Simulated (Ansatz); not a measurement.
# Si: response to strain

Aim: deform Si (zz strain of -1 %) and compute stress, forces and field gradients with LAPW, PAW and all-electron datasets made for the crystal.

Method: DFT PBE, scalar-relativistic, in Ansatz 0.2.0.

## (1) Starting point

It takes space group Fd-3m (No. 227, cubic). Conventional cell: a = 5.431 Å, b = 5.431 Å, c = 5.431 Å, α = 90.00°, β = 90.00°, γ = 90.00°. Si (site symmetry -43m) is surrounded by 4 Si at 2.35 Å.

As a file:

```cif
data_structure
_symmetry_space_group_name_H-M 'P 1'
_symmetry_Int_Tables_number 1
_cell_length_a 3.8403
_cell_length_b 3.8403
_cell_length_c 3.8403
_cell_angle_alpha 60.000
_cell_angle_beta 60.000
_cell_angle_gamma 60.000
_cell_volume 40.05
loop_
_atom_site_label
_atom_site_type_symbol
_atom_site_fract_x
_atom_site_fract_y
_atom_site_fract_z
_atom_site_occupancy
Si1 Si 0.50000 0.50000 0.50000 1
Si2 Si 0.75000 0.75000 0.75000 1
```

Atoms are numbered in the order of the input: Si1, Si2.

## (2) After the deformation

Space group Fd-3m before, I4_1/amd after.

## (3) All-electron LAPW

input.yaml

```yaml
crystal:
  lattice:
    - [0.0, 2.71547, 2.6883153]
    - [2.71547, 0.0, 2.6883153]
    - [2.71547, 2.71547, 0.0]
  atoms:
    - { symbol: Si, position: [0.5, 0.5, 0.5] }
    - { symbol: Si, position: [0.75, 0.75, 0.75] }
kpoints:
  mp_grid: { grid: [11, 11, 11] }
  band_path:
    path:
      - [0.0, 0.0, 0.0]
      - [0.0, 0.5, 0.5]
      - [0.25, 0.75, 0.5]
      - [0.0, 0.5, 0.0]
      - [0.0, 0.0, 0.0]
      - [0.5, 0.5, 0.0]
      - [0.3775380063, 0.6224619937, 0.0]
      - [-0.3775380063, 0.3775380063, 0.0]
      - [0.0, 0.0, 0.0]
    npoints: 5
scf:
  occupations: { method: fermi_dirac, width: 0.08 }
hamiltonian:
  xc: pbe
  pseudopotentials: { kind: all_electron, lapw: { basis_error: 0.00025 } }
output:
  forces: true
  stress: true
  eigenvalues: true
```

On the command line:

```
ansatz run input.yaml --threads 1 --pin off --max-ram 3072MiB --backend cpu --events-out ev --progress --plain --runs-dir out
```

## (4) PAW with frozen cores

input.yaml

```yaml
crystal:
  lattice:
    - [0.0, 2.71547, 2.6883153]
    - [2.71547, 0.0, 2.6883153]
    - [2.71547, 2.71547, 0.0]
  atoms:
    - { symbol: Si, position: [0.5, 0.5, 0.5] }
    - { symbol: Si, position: [0.75, 0.75, 0.75] }
kpoints:
  mp_grid: { grid: [11, 11, 11] }
scf:
  occupations: { method: fermi_dirac, width: 0.08 }
hamiltonian:
  xc: pbe
  pseudopotentials: { kind: paw }
output:
  forces: true
  stress: true
  eigenvalues: true
  efg: { contact_densities: true }
```

## (5) All-electron PAW on datasets made for the crystal

Edit input.yaml of step 4 so:

```diff
@@ -14,3 +14,3 @@
   xc: pbe
-  pseudopotentials: { kind: paw }
+  pseudopotentials: { kind: all_electron, datasets: crystal }
 output:
```

(Steps that only read results are left out.)

What does the calculation give? Wanted: pressure; largest shear or deviatoric stress.

As calculated:

| quantity | value |
| --- | --- |
| pressure | LAPW 2.96, PAW 3.00, crystal datasets 2.96 GPa |
| largest shear or deviatoric stress (LAPW) | 0.63 GPa |

**Reading.** The largest part of the stress beyond the pressure is 0.63 GPa in size, in the zz component; the atoms are carried along and not relaxed. No run of the undeformed cell stands beside it, so the pressure holds what the given cell had before the change. PAW: stress within 0.04 GPa of LAPW. Crystal datasets: stress within 0.01 GPa of LAPW.
